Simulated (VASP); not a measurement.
Wanted: the native input for a VASP 6.6.1 run.

```
Task                   : single point
Functional             : PBE
Potentials or basis    : VASP PAW PBE potentials, release 64 (Cd_GW)
Cutoff                 : 550 eV
k mesh                 : 10 × 10 × 10
Occupations            : gaussian, width 0.02 eV
Spin                   : no spin polarisation
Further INCAR settings : ALGO = Fast; EDIFF = 1e-07
```

The structure of Cd lies in POSCAR:

```
Cd
1.0
   -1.7843220000      1.7843220000      1.7843220000
    1.7843220000     -1.7843220000      1.7843220000
    1.7843220000      1.7843220000     -1.7843220000
Cd
1
Cartesian
    0.0000000000      0.0000000000      0.0000000000
```

This isn't the form of Cd at room conditions, which is hcp.

The input as run:

INCAR

```
SYSTEM = Cd
ALGO = Fast
EDIFF = 1E-7
ENCUT = 550
GGA = PE
ISIF = 2
ISMEAR = 0
LASPH = .True.
LCHARG = .False.
LREAL = .False.
LWAVE = .False.
NELM = 80
PREC = Accurate
SIGMA = 0.02
```

KPOINTS

```
k-points
0
Gamma
  10 10 10
  0 0 0
```

Potentials or basis: VASP PAW PBE potentials, release 64 (Cd_GW).

Launch:

```sh
$ cat potpaw_PBE.64/Cd_GW/POTCAR > POTCAR
$ mpirun -np 1 vasp_std > vasp.out
```

It gave:

```
Pressure               : 1.1 GPa
Band gap on the k mesh : none (metal or under the smearing width)
```

It took 7.6 s on 1 thread of Intel(R) Xeon(R) 6975P-C (Granite Rapids) (shared host), peak memory 0.15 GiB.
